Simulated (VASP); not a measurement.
Wanted: the native input for a VASP 6.6.1 run.

```yaml
Task: single point
Functional: PBE
Potentials_or_basis: VASP PAW PBE potentials, release 64 (Zn, O)
Cutoff: 520 eV
k_mesh: 10 × 10 × 10
Occupations: fermi-dirac, width 0.05 eV
Spin: no spin polarisation
Further_INCAR_settings: ALGO = Normal; EDIFF = 1e-07; NBANDS = 16
```

The structure of ZnO lies in POSCAR:

```
ZnO
1.0
    2.6882100000      0.0000000000      0.0000000000
    0.0000000000      2.6882100000      0.0000000000
    0.0000000000      0.0000000000      2.6882100000
Zn O
1 1
Direct
    0.0000000000      0.0000000000      0.0000000000
    0.5000000000      0.5000000000      0.5000000000
```

The cell was built by a generator and needn't be a form met in nature.

One way to write it, as run:

INCAR

```
PREC = Accurate
ENCUT = 520
EDIFF = 1E-7
ISMEAR = -1
SIGMA = 0.05
LREAL = False
LASPH = True
NELM = 60
ALGO = Normal
ISIF = 2
LWAVE = False
LCHARG = False
GGA = PE
NBANDS = 16
```

KPOINTS

```
regular mesh
0
Gamma
  10 10 10
```

Potentials or basis: VASP PAW PBE potentials, release 64 (Zn, O).

Command:

```console
$ cat potpaw_PBE.64/Zn/POTCAR potpaw_PBE.64/O/POTCAR > POTCAR
$ mpirun -np 1 vasp_std > vasp.out
```

It gave:

The pressure is 0.6 GPa and the band gap on the k mesh is none (metal or under the smearing width).

Wall time 12 s on 1 thread of Intel(R) Xeon(R) Platinum 8488C (Sapphire Rapids) (shared host), peak memory 0.12 GiB.
